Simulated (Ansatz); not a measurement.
# GaN under changes of volume

One of the cells (9.735 Å³/atom); the others are scaled copies at fixed shape and fractional positions:

```
CELL_PARAMETERS angstrom
0.00000 2.13524 2.13524
2.13524 0.00000 2.13524
2.13524 2.13524 0.00000
ATOMIC_POSITIONS crystal
Ga 0.00000 0.00000 0.00000
N 0.50000 0.50000 0.50000
```

Measurements of this composition are mostly on another form, of space group No. 186.

| Property | Result |
| --- | --- |
| Program | Ansatz 0.2.0 |
| Functional | PBE |
| Potentials or basis | Ansatz PAW |
| Cutoff | 420 eV (not typed: the program's choice for these potentials) |
| k mesh | 11 × 11 × 11 |
| Occupations | fermi-dirac, width 0.05 eV |
| Spin | no spin polarisation |

```tsv
volume (Å³/atom)	energy over the lowest point (meV/atom)	pressure (GPa)	gap on the mesh (eV)
9.151	?	?	?
9.346	10.06	9.0	0.81
9.540	2.21	4.1	0.68
9.735	0.00	-0.3	0.55
9.930	2.86	-4.3	0.43
10.124	10.22	-7.7	0.32
10.319	21.67	-10.8	0.21
```

What does the run at 9.151 Å³/atom give?

Energy over the lowest point 24.32 meV/atom; pressure 14.5 GPa; gap on the mesh 0.94 eV.

Worked out: A Birch-Murnaghan fit of order 3 (a polynomial in V^(-2/3)) to the other rows has its minimum at 9.72 Å³/atom with B0 = V·E''(V) = 210 GPa and B' = 4.6. It gives 24.29 meV/atom at 9.151 Å³/atom, against the run's 24.32, and -dE/dV = 14.5 GPa, against 14.5. A straight line through the other rows of the gap, of slope -6.06 eV per unit of ln V, extrapolates to 0.93 eV, against the run's 0.94.

Energies are extrapolated to zero smearing.

Caveats: odd divisions of the mesh miss points on the zone boundary, where band edges often lie, so the gap on the mesh can be too wide.

A mesh can miss the band edges. Spin-orbit coupling on Ga is left out.
